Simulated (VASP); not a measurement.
TaN:

```
Ta N
1.0
     2.93800    0.00000    0.00000
    -1.46900    2.54438    0.00000
     0.00000    0.00000    2.88300
Ta N
1 1
Direct
  0.33333 0.66667 0.50000
  0.00000 0.00000 0.00000
```

```yaml
Program: VASP 6.6.1
Task: relaxation of cell and atoms
Functional: PBE
Potentials_or_basis: VASP PAW PBE potentials, release 64 (Ta_pv, N_h)
Cutoff: 900 eV
k_mesh: 10 × 10 × 9
Occupations: fermi-dirac, width 0.05 eV
Spin: no spin polarisation
```

At the start: pressure 5.2 GPa; volume 10.78 Å³/atom.

How do energy, volume and symmetry change on relaxing?

Over 4 steps the energy falls by 2.6 meV/atom and the volume is 10.93 Å³/atom (+1.5 %); space group P-6m2 (No. 187, to 0.05 Å).

The path:
| step | energy change (eV) | largest force (eV/Å) | pressure (GPa) | volume (Å³) |
| --- | --- | --- | --- | --- |
| 1 | 0.0000 | 0.0000 | 5.20 | 21.55 |
| 2 | 0.0242 | 0.0000 | -11.45 | 22.66 |
| 3 | -0.0052 | 0.0000 | -0.03 | 21.88 |
| 4 | -0.0052 | 0.0000 | 0.04 | 21.87 |

Final structure:
```yaml
crystal:
  lattice:
    - [2.95121, 0.00000, 0.00000]
    - [-1.47561, 2.55583, 0.00000]
    - [0.00000, 0.00000, 2.89934]
  atoms:
    - { symbol: Ta, position: [0.33333, 0.66667, 0.50000] }
    - { symbol: N, position: [0.00000, 0.00000, 0.00000] }
```

Caveat: the cutoff is under 1.25 times the usual one of these potentials, so pressure, stress and relaxed cells hold a basis-set (Pulay) error.
